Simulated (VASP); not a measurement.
CdSe (Cadmoselite):

```xyz
4
Lattice="4.3000 0.0000 0.0000 -2.1500 3.7239 0.0000 0.0000 0.0000 7.0200" Properties=species:S:1:pos:R:3 pbc="T T T"
Cd    0.0000    2.4826    0.0000
Cd    2.1500    1.2413    3.5100
Se    0.0000    2.4826    2.7027
Se    2.1500    1.2413    6.2127
```

Base run:

```yaml
Program: VASP 6.6.1
Functional: r2SCAN
Potentials_or_basis: VASP PAW PBE potentials, release 64 (Cd, Se)
Cutoff: 520 eV
k_mesh: 6 × 6 × 3
Occupations: fermi-dirac, width 0.02 eV
Spin: no spin polarisation
```

Its results: band gap on the k mesh 1.19 eV, direct; pressure 1.9 GPa; largest force 0.287 eV/Å.

Problem. After a change of settings the same cell gave: band gap on the k mesh 1.67 eV, direct; pressure 2.0 GPa; largest force 0.288 eV/Å. Which change was it?
A. functional from r2SCAN to PBE
B. functional from r2SCAN to HSE06; k mesh from 6 × 6 × 3 to 5 × 5 × 3
C. functional from r2SCAN to PBEsol
D. functional from r2SCAN to LDA; potentials or basis from VASP PAW PBE potentials, release 64 (Cd, Se) to VASP PAW LDA potentials, release 64 (Cd, Se)

Solution. B.

Caveats: the PAW data sets were made with another functional, which shifts forces and pressure a little; an odd mesh through Γ misses points on the zone boundary, where band edges often lie.

Not every run made on this cell is shown here.
